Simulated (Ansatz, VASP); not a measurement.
# Two plane-wave programs on BN

```
CELL_PARAMETERS angstrom
0.00000 1.84365 1.80750
1.84365 0.00000 1.80750
1.84365 1.84365 0.00000
ATOMIC_POSITIONS crystal
B 0.00000 0.00000 0.00000
N 0.75000 0.75000 0.75000
```

Change from the starting cell: x and y stretched by +2 %, z held, PAW files.

Alike in both runs: task electric field gradients; functional PBE; k mesh 13 × 13 × 13; occupations fermi-dirac, width 0.03 eV; no spin polarisation.

|  | VASP | Ansatz |
| --- | --- | --- |
| version | VASP 6.6.1 | Ansatz 0.2.0 |
| potentials or method | VASP PAW PBE potentials, release 64 (B, N) | PAW with Ansatz's default frozen-core files, scalar-relativistic |
| plane-wave cutoff (eV) | 520 | 420 |
| valence electrons in the cell | 8 | 8 |

```csv
,VASP,Ansatz,Ansatz less VASP
gap on the k mesh at the Fermi level (eV),4.15,4.17,+0.011
pressure (GPa),-10.9,-11.1,-0.14
largest component of the traceless stress (GPa),7.61,7.60,-0.007
Vzz of the field gradient on the site that differs most (V/Å²),0.7,0.5,-0.18
```

With one functional, cell and mesh, what is left measures potentials, basis and numerics.

Caveats: an odd mesh through Γ misses points on the zone boundary, where band edges often lie.
